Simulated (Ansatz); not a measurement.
The system is Ni.

```
CELL_PARAMETERS angstrom
0.00000 1.73757 1.73757
1.73757 0.00000 1.73757
1.73757 1.73757 0.00000
ATOMIC_POSITIONS crystal
Ni 0.00000 0.00000 0.00000
```

Base run:

| Quantity | Value |
| --- | --- |
| Program | Ansatz 0.2.0 |
| Functional | PBE |
| Potentials or basis | all-electron LAPW, scalar-relativistic |
| Cutoff | 320 eV (chosen from the basis error) |
| Basis error allowed | 0.001 eV/atom |
| k mesh | 13 × 13 × 13 |
| Occupations | gaussian, width 0.026 eV |
| Spin | collinear spin, ferromagnetic start |
| Starting moments | [1.0] μB |

Its results: band gap on the k mesh none (metal or under the smearing width); pressure 8.0 GPa; net moment 0.64 μB per cell; site moments Ni +0.66 μB.

Problem. The run is repeated on the same cell with these changes: functional from PBE to RPBE; occupations from gaussian, width 0.026 eV to gaussian, width 0.05 eV. What comes out?

Solution. Band gap on the k mesh none (metal or under the smearing width); pressure 13.8 GPa; net moment 0.64 μB per cell; site moments Ni +0.66 μB.
